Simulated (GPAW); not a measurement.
**FeSi: single point with PBEsol**

The system is FeSi.

```
Fe Si
1.0
     4.55070    0.00000    0.00000
     0.00000    4.55070    0.00000
     0.00000    0.00000    4.55070
Fe Si
4 4
Cartesian
  3.9294 2.8966 1.6541
  2.8966 1.6541 3.9294
  1.6541 3.9294 2.8966
  0.6213 0.6213 0.6213
  0.7172 1.5582 2.9925
  1.5582 2.9925 0.7172
  2.9925 0.7172 1.5582
  3.8335 3.8335 3.8335
```

```
Program             : GPAW 26.7.0
Task                : single point
Functional          : PBEsol
Potentials or basis : PAW data sets generated in the run's folder for this functional
Cutoff              : 600 eV
Basis               : pw
k mesh              : 6 × 6 × 6
Occupations         : fermi-dirac, width 0.05 eV
Spin                : collinear spin, ferromagnetic start
Starting moments    : [3.0, 3.0, 3.0, 3.0, 0.0, 0.0, 0.0, 0.0] μB
```

```
Pressure               : -14.7 GPa
Largest force          : 0.063 eV/Å
Band gap on the k mesh : none (metal or under the smearing width)
Net moment             : 3.64 μB per cell
Site moments           : Fe +0.99; Si -0.05 μB
```

Forces in eV/Å, atoms in the order of the input:
```
Fe   0.010 -0.010  0.010
Fe  -0.010  0.010  0.010
Fe   0.010  0.010 -0.010
Fe  -0.010 -0.010 -0.010
Si  -0.037  0.036 -0.037
Si   0.036 -0.037 -0.037
Si  -0.037 -0.037  0.036
Si   0.037  0.037  0.037
```

Levels at points of the mesh, in eV from the Fermi level:
Spin up:
```csv
k point,band 24,band 25,band 26,band 27,band 28,band 29
"(0.00, 0.00, 0.00)",-0.66,0.07,0.07,0.07,2.50,2.50
"(0.50, 0.00, 0.00)",-0.55,-0.36,-0.36,1.14,1.14,1.51
"(0.50, 0.50, 0.00)",-0.90,0.10,0.10,0.64,0.64,2.09
"(0.50, 0.50, 0.50)",-1.00,-0.13,-0.13,-0.13,-0.13,5.08
```
Spin down:
```
           k point  band 20  band 21  band 22  band 23  band 24  band 25
(0.00, 0.00, 0.00)     0.10     0.10     0.10     0.31     0.31     1.10
(0.50, 0.00, 0.00)    -0.75     0.00     0.00     0.33     0.33     0.66
(0.50, 0.50, 0.00)    -0.76    -0.61    -0.61     0.02     0.02     1.01
(0.50, 0.50, 0.50)    -0.37    -0.23    -0.23    -0.23    -0.23     0.89
```

Run time: 5.4 min on 1 thread of Arm Neoverse V2 (shared host), peak memory 0.41 GiB.
